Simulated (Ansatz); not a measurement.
## Ru, omega (AlB2-type): how the functional moves the structure

All rows: Ansatz, plane waves with scalar-relativistic PAW, 420 eV (500 eV for the SCAN forms), relaxed under each functional, no dispersion correction, no zero-point motion. B₀ comes from uniform scaling at fixed shape; a dash is a value not given.

| functional | V (Å³/atom) | cell | B₀ (GPa) | magnetic state | ΔE to hcp (meV/atom) |
| --- | --- | --- | --- | --- | --- |
| PBE | 14.12 | a = 4.270 Å, c = 2.683 Å (c/a = 0.628) | 294 | spin not included | 260 |
| r²SCAN | 13.83 | a = 4.240 Å, c = 2.665 Å (c/a = 0.629) | 319 | spin not included | 271 |
| PBEsol | 13.65 | a = 4.224 Å, c = 2.651 Å (c/a = 0.628) | 327 | spin not included | 282 |
| revPBE | 14.27 | a = 4.284 Å, c = 2.694 Å (c/a = 0.629) | 282 | spin not included | 254 |
| RPBE | 14.33 | a = 4.290 Å, c = 2.698 Å (c/a = 0.629) | 278 | spin not included | 252 |
| BLYP | 14.80 | a = 4.332 Å, c = 2.733 Å (c/a = 0.631) | 253 | spin not included | 223 |

Q: What does LDA give?

A: V (Å³/atom): 13.41; cell: a = 4.199 Å, c = 2.634 Å (c/a = 0.627); B₀ (GPa): 346; magnetic state: spin not included; ΔE to hcp (meV/atom): 288.
